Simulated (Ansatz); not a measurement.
# Nickel, beta-Sn type under LDA: from relaxation to bulk modulus, part 2 of 2

What does LDA give for nickel in the beta-Sn type structure? We relax it, solve it on a dense k-mesh, switch on spin-orbit coupling, then scale the cell to 7 volumes from 88 to 112 % of the relaxed one and try a fit of the equation of state. The k-meshes are 15×15×10 for the relaxation; 25×25×24 for the dense run; 15×15×15 for spin-orbit coupling; 17×17×17 for the volumes.

Ansatz 0.2.0; DFT, LDA (PW92), plane waves (420 eV) with PAW, scalar-relativistic. Earlier steps stand in the parts before.

## (3) The energy on a finer k-mesh

Contents of input.yaml:

```yaml
crystal:
  lattice:
    - [-2.8689711766, 2.8693822402, 1.1841905167]
    - [2.8693822402, -2.8689711766, 1.1841905167]
    - [1.4922226764, 1.4922226764, -1.183437653]
  atoms:
    - { symbol: Ni, position: [2.33866e-05, 0.9999766134, 1.0] }
    - { symbol: Ni, position: [0.7499766134, 0.2500233866, 0.5] }
hamiltonian:
  xc: lda
  pseudopotentials:
    kind: paw
    azcp:
      Ni: "pseudopotentials/Ni.paw.azcp"
basis:
  ecutwfc: 420
  fft_grid_basis: typed
kpoints:
  mp_grid: { grid: [25, 25, 24], shift: [0, 0, 0] }
magnetization:
  spin_polarized: false
scf:
  occupations: { method: fermi_dirac, width: 0.1 }
output:
  write_density: true
  write_potential: true
  elf: true
  volumetric_format: npy
```

Log, shortened:

```text
Warning: <dir> the record states the generating functional pbe (its physics header spells it `PBE`), which answers neither for hamiltonian.xc's functional nor for the lda family's — results may be inconsistent (PPs are generated against a specific XC)
Warning: RAYON_NUM_THREADS=2 ignored (pool sized by the plan → 2); use --threads N
[...]
Pseudopotentials: kind: paw
Pseudopotential: Ni, paw, valence charge 18, recommended cutoff 420 eV (normal), <dir>
Functional definition: SPW92
[...]
Crystal: 2 atoms, lattice volume = 20.283 Å³
Basis set: ecut = 420 eV, 365 PW (Γ)
[...]
k-points: 3913 of 15000
[...]
SCF iter   1: F=—  HF=-11546.609113 eV  |F-HF|=—  |Δ(HF+E_count)|=         —  Δρ=2.69e-2  dr2=6.42e-2  ethr=1.77e-3  ⟨swp⟩=4.7  Hψ=315735  notcnv=0
[...]
SCF iter   6: F=-11546.595684 eV  HF=-11546.595684 eV  |F-HF|=1.75e-8  |Δ(HF+E_count)|=   9.90e-8  Δρ=2.06e-5  dr2=1.92e-8  ethr=2.78e-10  ⟨swp⟩=4.4  Hψ=301515  notcnv=0
[...]
SCF converged after 6 iterations
Free energy (F): -11546.595684 eV
[...]
E sigma→0 (E₀):  -11546.516242 eV
Entropy (-TS):   -0.158884 eV (-79.442 meV/atom)
Fermi energy:    19.241328 eV
[...]
--- Band table (eV; the first three rows and the last of 3913) ---
[... band rows left out ...]
[...]
```

Wall time 55 s (2 threads of an Arm CPU, shared host); peak memory 1.5 GiB.

Axes a, b and c in the maps are those of this run's conventional cell (a, b, c = 2.368, 4.221, 8.115 Å).

Density in a lattice plane of the grid's cell (edges 2.37 and 8.12 Å, at 0.250 of the third edge), which holds Ni.

Values in e/Å³, 12 rows by 6 columns:
```
 0.29  0.26  0.26  0.29  0.31  0.31
 0.59  0.28  0.28  0.59  1.81  1.81
 3.70  0.47  0.47  3.70 35.60 35.60
 0.59  0.28  0.28  0.59  1.80  1.80
 0.29  0.26  0.26  0.29  0.31  0.31
 0.43  0.39  0.39  0.43  0.39  0.39
 0.29  0.31  0.31  0.29  0.26  0.26
 0.59  1.81  1.81  0.59  0.28  0.28
 3.70 35.60 35.60  3.70  0.47  0.47
 0.59  1.80  1.80  0.59  0.28  0.28
 0.29  0.31  0.31  0.29  0.26  0.26
 0.43  0.39  0.39  0.43  0.39  0.39
```
Columns run along the first of these edges and rows up along the second, over one cell in 6 and 12 even steps from the bottom left corner. Atoms in the plane (fractional): Ni at (0.25, 0.25), Ni at (0.75, 0.75).

ELF in the same plane.

Ten even steps from '0' (0.18) to '9' (0.68):
```
00000111
11111111
00100000
10101343
20102696
10101343
00100000
11111111
00000111
00000000
01110000
11111111
00000010
13431010
26962010
13431010
00000010
11111111
01110000
00000000
```
Columns run along the first of these edges and rows up along the second, over one cell in 8 and 20 even steps from the bottom left corner. Atoms in the plane (fractional): Ni at (0.25, 0.25), Ni at (0.75, 0.75).

Both are smooth fields of the valence electrons: close to the nuclei they are not physical.

## (4) With spin-orbit coupling

input.yaml, as its differences from that of step 3:

```diff
@@ -11,3 +11,3 @@
   pseudopotentials:
-    kind: paw
+    kind: paw_fr
     azcp:
@@ -18,5 +18,6 @@
 kpoints:
-  mp_grid: { grid: [25, 25, 24], shift: [0, 0, 0] }
+  mp_grid: { grid: [15, 15, 15], shift: [0, 0, 0] }
 magnetization:
-  spin_polarized: false
+  noncollinear: true
+  spin_orbit: true
 scf:
```

Log, shortened:

```text
Warning: <dir> the record states the generating functional pbe (its physics header spells it `PBE`), which answers neither for hamiltonian.xc's functional nor for the lda family's — results may be inconsistent (PPs are generated against a specific XC)
Warning: RAYON_NUM_THREADS=2 ignored (pool sized by the plan → 2); use --threads N
[...]
Pseudopotentials: kind: paw_fr
Pseudopotential: Ni, paw_fr, valence charge 18, recommended cutoff 420 eV (normal), <dir>
[... 1 set-up line as earlier in the session ...]
[...]
SCF converged after 7 iterations
Magnetization: |M| = 0.0000 μB,  M = (+0.0000, +0.0000, +0.0000) μB
Absolute magnetization: 0.0000 μB (∫|m|)
  site 0: m = (+0.0000, +0.0000, +0.0000) μB, |m| = 0.0000 μB  (R = 0.97 Å)
  site 1: m = (+0.0000, +0.0000, +0.0000) μB, |m| = 0.0000 μB  (R = 0.97 Å)
Free energy (F): -11547.192879 eV
[...]
E sigma→0 (E₀):  -11547.115246 eV
Entropy (-TS):   -0.155264 eV (-77.632 meV/atom)
Fermi energy:    19.249358 eV
[...]
--- Band table (eV; the first three rows and the last of 904) ---
[...]
```

Run time: 97 s. Hardware: 2 threads of an Arm CPU, shared host; peak memory 1.4 GiB.

Side by side:

```csv
,scalar-relativistic,with spin-orbit coupling
k-mesh,25×25×24,15×15×15
gap on the mesh,none (levels filled in part),none (levels filled in part)
```

The meshes differ, so small differences between the columns need not come from spin-orbit coupling.

The maps below are laid out on this run's own conventional cell (a, b, c = 2.368, 4.221, 8.115 Å).

Density in a lattice plane of the grid's cell (edges 2.37 and 8.12 Å, at 0.250 of the third edge), which holds Ni.

Values in e/Å³, 12 rows by 6 columns:
```
 0.29  0.26  0.26  0.29  0.31  0.31
 0.59  0.28  0.28  0.59  1.81  1.81
 3.70  0.47  0.47  3.70 35.60 35.60
 0.59  0.28  0.28  0.59  1.80  1.80
 0.29  0.26  0.26  0.29  0.31  0.31
 0.43  0.39  0.39  0.43  0.39  0.39
 0.29  0.31  0.31  0.29  0.26  0.26
 0.59  1.81  1.81  0.59  0.28  0.28
 3.70 35.60 35.60  3.70  0.47  0.47
 0.59  1.80  1.80  0.59  0.28  0.28
 0.29  0.31  0.31  0.29  0.26  0.26
 0.43  0.39  0.39  0.43  0.39  0.39
```
Columns run along the first of these edges and rows up along the second, over one cell in 6 and 12 even steps from the bottom left corner. Atoms in the plane (fractional): Ni at (0.25, 0.25), Ni at (0.75, 0.75).

ELF in the same plane.

Ten even steps from ' ' (0.18) to '@' (0.68):
```
          ......
................
    ..          
..  ..  ..--==--
::  ..  ::**@@**
..  ..  ..--==--
    ..          
................
          ......
                
  ......        
................
            ..  
..--==--..  ..  
::**@@**::  ..  
..--==--..  ..  
            ..  
................
  ......        
                
```
Columns run along the first of these edges and rows up along the second, over one cell in 8 and 20 even steps from the bottom left corner. Atoms in the plane (fractional): Ni at (0.25, 0.25), Ni at (0.75, 0.75).

Both are smooth fields of the valence electrons: close to the nuclei they are not physical.

## (5) Volume × 0.88

Contents of input.yaml:

```yaml
crystal:
  lattice:
    - [-2.7492890929, 2.7496830086, 1.1347907913]
    - [2.7496830086, -2.7492890929, 1.1347907913]
    - [1.4299730726, 1.4299730726, -1.134069334]
  atoms:
    - { symbol: Ni, position: [2.33866e-05, 0.9999766134, 1.0] }
    - { symbol: Ni, position: [0.7499766134, 0.2500233866, 0.5] }
hamiltonian:
  xc: lda
  pseudopotentials:
    kind: paw
    azcp:
      Ni: "pseudopotentials/Ni.paw.azcp"
basis:
  ecutwfc: 420
  fft_grid_basis: typed
kpoints:
  mp_grid: { grid: [17, 17, 17], shift: [0, 0, 0] }
magnetization:
  spin_polarized: false
scf:
  occupations: { method: fermi_dirac, width: 0.1 }
  lower_state_search: "off"
output:
  stress: true
```

Log, shortened:

```text
Warning: <dir> the record states the generating functional pbe (its physics header spells it `PBE`), which answers neither for hamiltonian.xc's functional nor for the lda family's — results may be inconsistent (PPs are generated against a specific XC)
Warning: RAYON_NUM_THREADS=2 ignored (pool sized by the plan → 2); use --threads N
[...]
[... 3 set-up lines as earlier in the session ...]
[...]
Crystal: 2 atoms, lattice volume = 17.849 Å³
Basis set: ecut = 420 eV, 349 PW (Γ)
[...]
SCF iter   6: F=-11546.305752 eV  HF=-11546.305752 eV  |F-HF|=3.17e-9  |Δ(HF+E_count)|=   2.73e-8  Δρ=1.58e-5  dr2=1.44e-8  ethr=2.78e-10  ⟨swp⟩=4.7  Hψ=113129  notcnv=0
[...]
SCF converged after 6 iterations
Free energy (F): -11546.305752 eV
[...]
E sigma→0 (E₀):  -11546.236039 eV
Entropy (-TS):   -0.139428 eV (-69.714 meV/atom)
Fermi energy:    22.598091 eV
[...]
--- Stress (GPa, compression-positive) ---
       43.674503       0.644176      -0.061025
        0.644176      43.674503      -0.061025
       -0.061025      -0.061025      42.437522
  P = ⅓ Tr σ = 43.2622 GPa (432.622 kbar)
```

Wall time 15 s (2 threads of an Arm CPU, shared host); peak memory 0.68 GiB.

## (6) Volume × 0.92

input.yaml, as its differences from that of step 5:

```diff
@@ -2,5 +2,5 @@
   lattice:
-    - [-2.7492890929, 2.7496830086, 1.1347907913]
-    - [2.7496830086, -2.7492890929, 1.1347907913]
-    - [1.4299730726, 1.4299730726, -1.134069334]
+    - [-2.7903293091, 2.7907291049, 1.1517304647]
+    - [2.7907291049, -2.7903293091, 1.1517304647]
+    - [1.4513191013, 1.4513191013, -1.1509982378]
   atoms:
```

Log, shortened:

```text
Warning: <dir> the record states the generating functional pbe (its physics header spells it `PBE`), which answers neither for hamiltonian.xc's functional nor for the lda family's — results may be inconsistent (PPs are generated against a specific XC)
Warning: RAYON_NUM_THREADS=2 ignored (pool sized by the plan → 2); use --threads N
[...]
[... 3 set-up lines as earlier in the session ...]
[...]
Crystal: 2 atoms, lattice volume = 18.660 Å³
Basis set: ecut = 420 eV, 361 PW (Γ)
[...]
SCF iter   6: F=-11546.477751 eV  HF=-11546.477751 eV  |F-HF|=1.10e-8  |Δ(HF+E_count)|=   7.92e-8  Δρ=1.71e-5  dr2=1.29e-8  ethr=2.78e-10  ⟨swp⟩=5.0  Hψ=114501  notcnv=0
[...]
SCF converged after 6 iterations
Free energy (F): -11546.477751 eV
[...]
E sigma→0 (E₀):  -11546.404836 eV
Entropy (-TS):   -0.145831 eV (-72.916 meV/atom)
Fermi energy:    21.380605 eV
[...]
--- Stress (GPa, compression-positive) ---
       25.595287       0.393153      -0.052571
        0.393153      25.595287      -0.052571
       -0.052571      -0.052571      24.945546
  P = ⅓ Tr σ = 25.3787 GPa (253.787 kbar)
```

Run time: 15 s. Hardware: 2 threads of an Arm CPU, shared host; peak memory 0.69 GiB.

## (7) Volume × 0.96

input.yaml, as its differences from that of step 6:

```diff
@@ -2,5 +2,5 @@
   lattice:
-    - [-2.7903293091, 2.7907291049, 1.1517304647]
-    - [2.7907291049, -2.7903293091, 1.1517304647]
-    - [1.4513191013, 1.4513191013, -1.1509982378]
+    - [-2.8301965426, 2.8306020506, 1.1681859803]
+    - [2.8306020506, -2.8301965426, 1.1681859803]
+    - [1.4720550329, 1.4720550329, -1.1674432916]
   atoms:
```

Log, shortened:

```text
Warning: <dir> the record states the generating functional pbe (its physics header spells it `PBE`), which answers neither for hamiltonian.xc's functional nor for the lda family's — results may be inconsistent (PPs are generated against a specific XC)
Warning: RAYON_NUM_THREADS=2 ignored (pool sized by the plan → 2); use --threads N
[...]
[... 3 set-up lines as earlier in the session ...]
[...]
Crystal: 2 atoms, lattice volume = 19.472 Å³
Basis set: ecut = 420 eV, 361 PW (Γ)
[...]
SCF iter   6: F=-11546.569027 eV  HF=-11546.569027 eV  |F-HF|=1.58e-8  |Δ(HF+E_count)|=   9.18e-8  Δρ=1.93e-5  dr2=1.72e-8  ethr=2.78e-10  ⟨swp⟩=5.2  Hψ=118597  notcnv=0
[...]
SCF converged after 6 iterations
Free energy (F): -11546.569027 eV
[...]
E sigma→0 (E₀):  -11546.492997 eV
Entropy (-TS):   -0.152061 eV (-76.030 meV/atom)
Fermi energy:    20.264997 eV
[...]
--- Stress (GPa, compression-positive) ---
       11.286984       0.191192      -0.045340
        0.191192      11.286984      -0.045340
       -0.045340      -0.045340      11.103576
  P = ⅓ Tr σ = 11.2258 GPa (112.258 kbar)
```

It took 16 s on 2 threads of an Arm CPU, shared host; peak memory 0.69 GiB.

## (8) Volume × 1.0

input.yaml, as its differences from that of step 7:

```diff
@@ -2,5 +2,5 @@
   lattice:
-    - [-2.8301965426, 2.8306020506, 1.1681859803]
-    - [2.8306020506, -2.8301965426, 1.1681859803]
-    - [1.4720550329, 1.4720550329, -1.1674432916]
+    - [-2.8689711766, 2.8693822402, 1.1841905167]
+    - [2.8693822402, -2.8689711766, 1.1841905167]
+    - [1.4922226764, 1.4922226764, -1.183437653]
   atoms:
```

Log, shortened:

```text
Warning: <dir> the record states the generating functional pbe (its physics header spells it `PBE`), which answers neither for hamiltonian.xc's functional nor for the lda family's — results may be inconsistent (PPs are generated against a specific XC)
Warning: RAYON_NUM_THREADS=2 ignored (pool sized by the plan → 2); use --threads N
[...]
[... 3 set-up lines as earlier in the session ...]
[...]
Crystal: 2 atoms, lattice volume = 20.283 Å³
Basis set: ecut = 420 eV, 365 PW (Γ)
[...]
SCF iter   6: F=-11546.596373 eV  HF=-11546.596373 eV  |F-HF|=1.69e-8  |Δ(HF+E_count)|=   9.63e-8  Δρ=2.04e-5  dr2=1.88e-8  ethr=2.78e-10  ⟨swp⟩=5.2  Hψ=119680  notcnv=0
[...]
SCF converged after 6 iterations
Free energy (F): -11546.596373 eV
[...]
E sigma→0 (E₀):  -11546.517313 eV
Entropy (-TS):   -0.158120 eV (-79.060 meV/atom)
Fermi energy:    19.239276 eV
[...]
--- Stress (GPa, compression-positive) ---
       -0.044876       0.029493      -0.039262
        0.029493      -0.044876      -0.039262
       -0.039262      -0.039262       0.138939
  P = ⅓ Tr σ = 0.0164 GPa (0.164 kbar)
```

Wall time 17 s (2 threads of an Arm CPU, shared host); peak memory 0.71 GiB.

## (9) Volume × 1.04

input.yaml, as its differences from that of step 8:

```diff
@@ -2,5 +2,5 @@
   lattice:
-    - [-2.8689711766, 2.8693822402, 1.1841905167]
-    - [2.8693822402, -2.8689711766, 1.1841905167]
-    - [1.4922226764, 1.4922226764, -1.183437653]
+    - [-2.9067251268, 2.9071415998, 1.199773758]
+    - [2.9071415998, -2.9067251268, 1.199773758]
+    - [1.5118594372, 1.5118594372, -1.199010987]
   atoms:
@@ -26 +26,5 @@
   stress: true
+  write_density: true
+  write_potential: true
+  elf: true
+  volumetric_format: npy
```

Log, shortened:

```text
Warning: <dir> the record states the generating functional pbe (its physics header spells it `PBE`), which answers neither for hamiltonian.xc's functional nor for the lda family's — results may be inconsistent (PPs are generated against a specific XC)
Warning: RAYON_NUM_THREADS=2 ignored (pool sized by the plan → 2); use --threads N
[...]
[... 3 set-up lines as earlier in the session ...]
[...]
Crystal: 2 atoms, lattice volume = 21.094 Å³
Basis set: ecut = 420 eV, 399 PW (Γ)
[...]
SCF iter   6: F=-11546.573097 eV  HF=-11546.573097 eV  |F-HF|=2.20e-8  |Δ(HF+E_count)|=   1.01e-7  Δρ=2.26e-5  dr2=2.38e-8  ethr=2.78e-10  ⟨swp⟩=9.7  Hψ=213266  notcnv=0
[...]
SCF converged after 6 iterations
Free energy (F): -11546.573097 eV
[...]
E sigma→0 (E₀):  -11546.491089 eV
Entropy (-TS):   -0.164017 eV (-82.008 meV/atom)
Fermi energy:    18.293207 eV
[...]
--- Stress (GPa, compression-positive) ---
       -9.015838      -0.100155      -0.033941
       -0.100155      -9.015838      -0.033941
       -0.033941      -0.033941      -8.541279
  P = ⅓ Tr σ = -8.8577 GPa (-88.577 kbar)
--- Band table (eV; the first three rows and the last of 1305) ---
[... band rows left out ...]
[...]
```

It took 26 s on 2 threads of an Arm CPU, shared host; peak memory 0.72 GiB.

## (10) Volume × 1.08

input.yaml, as its differences from that of step 9:

```diff
@@ -2,5 +2,5 @@
   lattice:
-    - [-2.9067251268, 2.9071415998, 1.199773758]
-    - [2.9071415998, -2.9067251268, 1.199773758]
-    - [1.5118594372, 1.5118594372, -1.199010987]
+    - [-2.9435230222, 2.9439447675, 1.21496238]
+    - [2.9439447675, -2.9435230222, 1.21496238]
+    - [1.5309989303, 1.5309989303, -1.2141899526]
   atoms:
```

Log, shortened:

```text
Warning: <dir> the record states the generating functional pbe (its physics header spells it `PBE`), which answers neither for hamiltonian.xc's functional nor for the lda family's — results may be inconsistent (PPs are generated against a specific XC)
Warning: RAYON_NUM_THREADS=2 ignored (pool sized by the plan → 2); use --threads N
[...]
[... 3 set-up lines as earlier in the session ...]
[...]
Crystal: 2 atoms, lattice volume = 21.906 Å³
Basis set: ecut = 420 eV, 415 PW (Γ)
[...]
SCF iter   6: F=-11546.509775 eV  HF=-11546.509775 eV  |F-HF|=2.38e-8  |Δ(HF+E_count)|=   1.06e-7  Δρ=2.42e-5  dr2=2.59e-8  ethr=2.78e-10  ⟨swp⟩=9.3  Hψ=208661  notcnv=0
[...]
SCF converged after 6 iterations
Free energy (F): -11546.509775 eV
[...]
E sigma→0 (E₀):  -11546.424896 eV
Entropy (-TS):   -0.169757 eV (-84.878 meV/atom)
Fermi energy:    17.418084 eV
[...]
--- Stress (GPa, compression-positive) ---
      -16.103765      -0.204341      -0.029409
       -0.204341     -16.103765      -0.029409
       -0.029409      -0.029409     -15.399703
  P = ⅓ Tr σ = -15.8691 GPa (-158.691 kbar)
--- Band table (eV; the first three rows and the last of 1305) ---
[... band rows left out ...]
[...]
```

It took 26 s on 2 threads of an Arm CPU, shared host; peak memory 0.73 GiB.

## (11) Volume × 1.12

input.yaml, as its differences from that of step 10:

```diff
@@ -2,5 +2,5 @@
   lattice:
-    - [-2.9435230222, 2.9439447675, 1.21496238]
-    - [2.9439447675, -2.9435230222, 1.21496238]
-    - [1.5309989303, 1.5309989303, -1.2141899526]
+    - [-2.9794231825, 2.9798500716, 1.2297804547]
+    - [2.9798500716, -2.9794231825, 1.2297804547]
+    - [1.5496714892, 1.5496714892, -1.2289986066]
   atoms:
```

Log, shortened:

```text
Warning: <dir> the record states the generating functional pbe (its physics header spells it `PBE`), which answers neither for hamiltonian.xc's functional nor for the lda family's — results may be inconsistent (PPs are generated against a specific XC)
Warning: RAYON_NUM_THREADS=2 ignored (pool sized by the plan → 2); use --threads N
[...]
[... 3 set-up lines as earlier in the session ...]
[...]
Crystal: 2 atoms, lattice volume = 22.717 Å³
Basis set: ecut = 420 eV, 437 PW (Γ)
[...]
SCF iter   6: F=-11546.414865 eV  HF=-11546.414865 eV  |F-HF|=3.30e-8  |Δ(HF+E_count)|=   1.37e-7  Δρ=2.79e-5  dr2=3.30e-8  ethr=2.78e-10  ⟨swp⟩=9.2  Hψ=210444  notcnv=0
[...]
SCF converged after 6 iterations
Free energy (F): -11546.414865 eV
[...]
E sigma→0 (E₀):  -11546.327190 eV
Entropy (-TS):   -0.175350 eV (-87.675 meV/atom)
Fermi energy:    16.606362 eV
[...]
--- Stress (GPa, compression-positive) ---
      -21.684350      -0.288166      -0.025524
       -0.288166     -21.684350      -0.025524
       -0.025524      -0.025524     -20.800923
  P = ⅓ Tr σ = -21.3899 GPa (-213.899 kbar)
--- Band table (eV; the first three rows and the last of 1305) ---
[... band rows left out ...]
[...]
```

Run time: 26 s. Hardware: 2 threads of an Arm CPU, shared host; peak memory 0.75 GiB.

## (12) Energy and pressure against volume

All volumes keep the relaxed shape and fractional coordinates.

```csv
V (Å³/atom),E − E₀ (meV/atom),P from the stress (GPa),P from the fit (GPa)
8.925,140.7,43.26,42.67
9.330,56.3,25.38,24.74
9.736,12.2,11.23,10.61
10.142,0.0,0.02,-0.57
10.547,13.1,-8.86,-9.42
10.953,46.2,-15.87,-16.43
11.358,95.1,-21.39,-21.97
```

Fit (Birch-Murnaghan, third order): V₀ = 10.118 Å³/atom, B₀ = 251 GPa, B₀′ = 4.8, largest residual 0.02 meV/atom.

The fit is made to E(σ → 0), while the stress belongs to the free energy F; that is one source of the offset between the two pressures.

## (13) Results

This closing draws on all 2 parts.

```
                      quantity                                  value
space group (spins left aside)                          Fddd (No. 70)
             conventional cell  a = 2.368 Å, b = 4.221 Å, c = 8.115 Å
                        volume                         10.142 Å³/atom
             shortest distance                                2.362 Å
               gap on the mesh           none (levels filled in part)
relative to fcc, ferromagnetic                          +120 meV/atom
                   V₀, B₀, B₀′           10.118 Å³/atom, 251 GPa, 4.8
```

In words: The relaxation shrank the cell by 11.7 % in volume. The cell has left its prototype: it ends as Fddd. What follows belongs to that structure, not to the type named at the start. The mesh has less symmetry than the lattice, which may have let the distortion in. Against the reference form of nickel (fcc, ferromagnetic, computed apart with the same settings) it stands 120 meV/atom higher; part of this is magnetic energy, as this run has no moments. Levels at the Fermi energy are filled in part, as in a metal. Totals with and without spin-orbit coupling (-0.30 eV/atom apart) can't be read as binding, since the two-component data shift the zero of energy. The fitted modulus is 251 GPa; letting shape and positions relax at each volume could only lower it.
